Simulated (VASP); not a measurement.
# TePb (Fm-3m) in VASP: dielectric tensor with PBE

Aim: the dielectric tensor of TePb with PBE.

All numbers are computed with VASP 6.6.1; they aren't measurements. Logs are shortened: lines on timing, memory, paths and dates and some standing lists are left out, and cuts for length are marked.

**Experimental background.**

A printed reference work, monograph reports, for a bulk crystal of TePb: band gap 0.19 eV (direct) at 4.2 K; high-frequency dielectric constant 36.9 at 77 K.

How close the calculation comes is told below.

## 1. Starting point

The structure is cubic, space group Fm-3m (No. 225). The conventional cell has a = 6.462 Å, b = 6.462 Å, c = 6.462 Å, α = 90.00°, β = 90.00°, γ = 90.00°. Te (site symmetry m-3m) is surrounded by 6 Pb at 3.23 Å. Pb (site symmetry m-3m) is surrounded by 6 Te at 3.23 Å.

## 2. Dielectric tensor, PBE

Contents of INCAR:

```
SYSTEM = TePb
PREC = Accurate
ENCUT = 520
EDIFF = 1E-8
ISMEAR = 0
SIGMA = 0.01
LREAL = .False.
LASPH = .True.
NELM = 100
ALGO = Normal
ISIF = 2
LWAVE = .False.
LCHARG = .False.
GGA = PE
LEPSILON = .True.
```

Contents of KPOINTS:

```
Automatic mesh
0
Gamma
  6 6 6
  0 0 0
```

Contents of POSCAR:

```
TePb
1.0
    0.0000000000      3.2310000000      3.2310000000
    3.2310000000      0.0000000000      3.2310000000
    3.2310000000      3.2310000000      0.0000000000
Te Pb
1 1
Direct
    0.5000000000      0.5000000000      0.5000000000
    0.0000000000      0.0000000000      0.0000000000
```

Potentials or basis: VASP PAW PBE potentials, release 64 (Te, Pb_d).

Launch:

```
> cat potpaw_PBE.64/Te/POTCAR potpaw_PBE.64/Pb_d/POTCAR > POTCAR
> mpirun -np 1 vasp_std > vasp.out
```

OUTCAR:

```text
SYSTEM = TePb
   PREC = Accurate
   ENCUT = 520
   EDIFF = 1E-8
   ISMEAR = 0
   LREAL = .False.
   LASPH = .True.
   NELM = 100
   ISIF = 2
   GGA = PE
   LEPSILON = .True.

 ion  position               nearest neighbor table
   1  0.500  0.500  0.500-   2 3.23   2 3.23   2 3.23   2 3.23   2 3.23   2 3.23
   2  0.000  0.000  0.000-   1 3.23   1 3.23   1 3.23   1 3.23   1 3.23   1 3.23

  LATTYP: Found a face centered cubic cell.
 ALAT       =     6.4620000000

  Lattice vectors:

 A1 = (   0.0000000000,   3.2310000000,   3.2310000000)
 A2 = (   3.2310000000,   0.0000000000,   3.2310000000)
 A3 = (   3.2310000000,   3.2310000000,   0.0000000000)

Analysis of symmetry for initial positions (statically):
=====================================================================
 Subroutine PRICEL returns:
 Original cell was already a primitive cell.

 Routine SETGRP: Setting up the symmetry group for a
 face centered cubic supercell.

 Subroutine GETGRP returns: Found 48 space group operations
 (whereof 48 operations were pure point group operations)
 out of a pool of 48 trial point group operations.

The static configuration has the point symmetry O_h .

Analysis of symmetry for dynamics (positions and initial velocities):
=====================================================================
 Subroutine PRICEL returns:
 Original cell was already a primitive cell.

 Routine SETGRP: Setting up the symmetry group for a
 face centered cubic supercell.

 Subroutine GETGRP returns: Found 48 space group operations
 (whereof 48 operations were pure point group operations)
 out of a pool of 48 trial point group operations.

The dynamic configuration has the point symmetry O_h .

 Subroutine INISYM returns: Found 48 space group operations
 (whereof 48 operations are pure point group operations),
 and found     1 'primitive' translations

----------------------------------------------------------------------------------------

                                     Primitive cell

  volume of cell :      67.4592

  direct lattice vectors                    reciprocal lattice vectors
     0.000000000  3.231000000  3.231000000    -0.154750851  0.154750851  0.154750851
     3.231000000  0.000000000  3.231000000     0.154750851 -0.154750851  0.154750851
     3.231000000  3.231000000  0.000000000     0.154750851  0.154750851 -0.154750851

  length of vectors
     4.569324020  4.569324020  4.569324020     0.268036337  0.268036337  0.268036337

  position of ions in fractional coordinates (direct lattice)
     0.500000000  0.500000000  0.500000000
     0.000000000  0.000000000  0.000000000

  ion indices of the primitive-cell ions
   primitive index   ion index
                 1           1
                 2           2

----------------------------------------------------------------------------------------

 KPOINTS: Automatic mesh

Automatic generation of k-mesh.
 Grid dimensions read from file:
 generate k-points for:    6    6    6

 Generating k-lattice:

  Cartesian coordinates                     Fractional coordinates (reciprocal lattice)
    -0.025791809  0.025791809  0.025791809     0.166666667  0.000000000  0.000000000
     0.025791809 -0.025791809  0.025791809     0.000000000  0.166666667  0.000000000
     0.025791809  0.025791809 -0.025791809     0.000000000  0.000000000  0.166666667

  Length of vectors
     0.044672723  0.044672723  0.044672723
[... 73 lines left out ...]
   IVDW    =     0    specifies the selected vdW correction
   LEPSILON=     T    determine dielectric tensor
   LRPA    =     F    only Hartree local field effects (RPA)
 non-spin polarized calculation
 Gauss-broadening in eV      SIGMA  =   0.01
  energy-cutoff  :      520.00
  volume of cell :       67.46
 maximum number of plane-waves:      1853
 NGX is ok and might be reduce to    36
   NGX = 17   NGY = 17   NGZ = 17

--------------------------------------- Ionic step        1  -------------------------------------------

 number of electron      20.0000003 magnetization

 E-fermi :   5.6973     XC(G=0):  -9.3007

 val. band max:        5.6256761336   @ k =   0.5000   0.0000   0.0000
 cond. band min:       6.3604832635   @ k =   0.5000   0.0000   0.0000
 fundamental gap:      0.7348071299
 Fermi energy:         5.6973198017

 k-point     1 :       0.0000    0.0000    0.0000
  band No.  band energies     occupation
      1     -11.0986      2.00000
      2     -11.0986      2.00000
      3     -11.0894      2.00000
      4     -11.0894      2.00000
      5     -11.0894      2.00000
      6      -6.3939      2.00000
      7       0.0296      2.00000
      8       4.2781      2.00000
      9       4.2781      2.00000
     10       4.2781      2.00000
     11       9.7024      0.00000
     12       9.7024      0.00000
     13       9.7024      0.00000
     14      11.4205      0.00000
[... 241 lines left out ...]
      1     -11.1478      2.00000
      2     -11.0961      2.00000
      3     -11.0907      2.00000
      4     -11.0728      2.00000
      5     -11.0634      2.00000
      6      -4.5965      2.00000
      7      -2.2015      2.00000
      8       1.4608      2.00000
      9       2.2806      2.00000
     10       4.3690      2.00000
     11       8.4236      0.00000
     12       9.9478      0.00000
     13      11.6140      0.00000
     14      11.6669      0.00000

  FORCE on cell =-STRESS in cart. coord.  units (eV):
  Direction    XX          YY          ZZ          XY          YZ          ZX
  --------------------------------------------------------------------------------------
  -------------------------------------------------------------------------------------
  Total        0.8845060      0.8845060      0.8845060      0.0000000      0.0000000     -0.0000000
  in kB       21.0073129     21.0073129     21.0073129      0.0000000      0.0000000     -0.0000000
  external PRESSURE =      21.0073129 kB  Pullay stress =       0.0000000 kB

 VOLUME and BASIS-vectors are now :
 -----------------------------------------------------------------------------
  energy-cutoff  :      520.00
  volume of cell :       67.46
      direct lattice vectors                 reciprocal lattice vectors
     0.000000000  3.231000000  3.231000000    -0.154750851  0.154750851  0.154750851
     3.231000000  0.000000000  3.231000000     0.154750851 -0.154750851  0.154750851
     3.231000000  3.231000000  0.000000000     0.154750851  0.154750851 -0.154750851

 POSITION                                       TOTAL-FORCE (eV/Angst)
 -----------------------------------------------------------------------------------
      3.23100      3.23100      3.23100         0.000000     -0.000000      0.000000
      0.00000      0.00000      0.00000        -0.000000      0.000000     -0.000000
 -----------------------------------------------------------------------------------
    total drift:                               -0.000000      0.000000      0.000000

  FREE ENERGIE OF THE ION-ELECTRON SYSTEM (eV)
  ---------------------------------------------------
  free  energy   TOTEN  =        -7.5020891646 eV

  energy  without entropy=       -7.5020891646  energy(sigma->0) =       -7.50208916

 HEAD OF MICROSCOPIC STATIC DIELECTRIC TENSOR (INDEPENDENT PARTICLE, excluding Hartree and local field effects)
 ------------------------------------------------------
          30.638680     0.000000    -0.000000
           0.000000    30.638680    -0.000000
           0.000000    -0.000000    30.638680
 ------------------------------------------------------

 Free energy of the ion-electron system (eV)
  ---------------------------------------------------
  ---------------------------------------------------
  free energy    TOTEN  =        -5.78669594 eV

  energy without entropy =       -5.78669594

------------------------ aborting loop because EDIFF is reached ----------------------------------------

--------------------------------------- Ionic step        2  -------------------------------------------

------------------------ aborting loop because EDIFF is reached ----------------------------------------

--------------------------------------- Ionic step        3  -------------------------------------------

 Free energy of the ion-electron system (eV)
  ---------------------------------------------------
  ---------------------------------------------------
  free energy    TOTEN  =        -5.78669374 eV

  energy without entropy =       -5.78669374

------------------------ aborting loop because EDIFF is reached ----------------------------------------

 PIEZOELECTRIC TENSOR FIELD DIRECTION 3  (e Angst)
 -----------------------------------------------------------------------------
     0.00870  0.00000  0.00000           (  0.00002  0.00000  0.00000)
     0.00000  0.00870  0.00000           (  0.00000  0.00002  0.00000)
     0.00000 -0.00000 -0.01070           (  0.00000  0.00000 -0.00001)

 PIEZOELECTRIC TENSOR FIELD DIRECTION 3  (C/m^2)
 -----------------------------------------------------------------------------
     0.00207  0.00000  0.00000
     0.00000  0.00207  0.00000
     0.00000 -0.00000 -0.00254

 MACROSCOPIC STATIC DIELECTRIC TENSOR (including local field effects in DFT)
 ------------------------------------------------------
          29.995064     0.000000    -0.000000
          -0.000000    29.995064    -0.000000
          -0.000000    -0.000000    29.995064
 ------------------------------------------------------

 PIEZOELECTRIC TENSOR (including local field effects)  for field in x, y, z        (e  Angst)
          XX          YY          ZZ          XY          YZ          ZX
  --------------------------------------------------------------------------------
  x     0.00000     0.00000     0.00000     0.00000     0.00000     0.00000
  y     0.00000     0.00000     0.00000     0.00000     0.00000     0.00000
  z     0.00000     0.00000     0.00000     0.00000     0.00000     0.00000

 PIEZOELECTRIC TENSOR (including local field effects)  for field in x, y, z        (C/m^2)
          XX          YY          ZZ          XY          YZ          ZX
  --------------------------------------------------------------------------------
  x     0.00000     0.00000     0.00000     0.00000     0.00000     0.00000
  y     0.00000     0.00000     0.00000     0.00000     0.00000     0.00000
  z     0.00000     0.00000     0.00000     0.00000     0.00000     0.00000

 BORN EFFECTIVE CHARGES (including local field effects) (in |e|, cummulative output)
 ---------------------------------------------------------------------------------
 ion    1
    1    -5.59112     0.00000     0.00000
    2     0.00000    -5.59112     0.00000
    3     0.00000     0.00000    -5.59112
 ion    2
    1     5.59112     0.00000     0.00000
    2     0.00000     5.59112     0.00000
    3     0.00000     0.00000     5.59112
```

It took 5.1 min on 1 thread of Intel Xeon Platinum 8488C (Sapphire Rapids), shared host; peak memory 0.28 GiB.

What came out:

- Band gap on the k mesh: 0.73 eV, direct
- Electronic dielectric tensor (diagonal): 30.00
- Born charges (mean of the diagonal): Te -5.59; Pb +5.59 e

Levels at points of the mesh, in eV from the valence-band top:
```csv
k point,band 6,band 7,band 8,band 9,band 10,band 11,band 12,band 13,band 14
"(0.00, 0.00, 0.00)",-12.02,-5.60,-1.35,-1.35,-1.35,4.08,4.08,4.08,5.79
"(0.50, 0.00, 0.00)",-10.58,-8.59,-0.89,-0.89,0.00,0.73,1.27,1.27,8.39
"(0.50, 0.50, 0.00)",-10.34,-7.29,-4.50,-2.80,-2.80,3.29,5.47,5.47,6.71
```

Electronic dielectric tensor:
```
30.00  0.00  0.00
 0.00 30.00  0.00
 0.00  0.00 30.00
```

Born effective charge tensors (e):
atom 1, Te
```
-5.59  0.00  0.00
 0.00 -5.59  0.00
 0.00  0.00 -5.59
```
atom 2, Pb
```
5.59 0.00 0.00
0.00 5.59 0.00
0.00 0.00 5.59
```

Caveat: spin-orbit coupling is left out, which as a rule narrows the gap of such compounds by several tenths of an eV.

## 3. How close it comes

Step 2. A measured gap of TePb is 0.19 eV (direct; 4.2 K; a printed reference work, monograph); the calculated 0.73 eV misses it by +0.54 eV. Spin-orbit coupling on Pb, Te is left out. The value is that of PBE on a finite k mesh, which can miss the band edges, without temperature or zero-point motion. Against the measured high-frequency dielectric constant of TePb, 36.9 (77 K; a printed reference work, monograph), the calculated 30.00 is off by -18.7 %. 2 values of this kind are on record (32.8 to 36.9); this one was drawn at random.
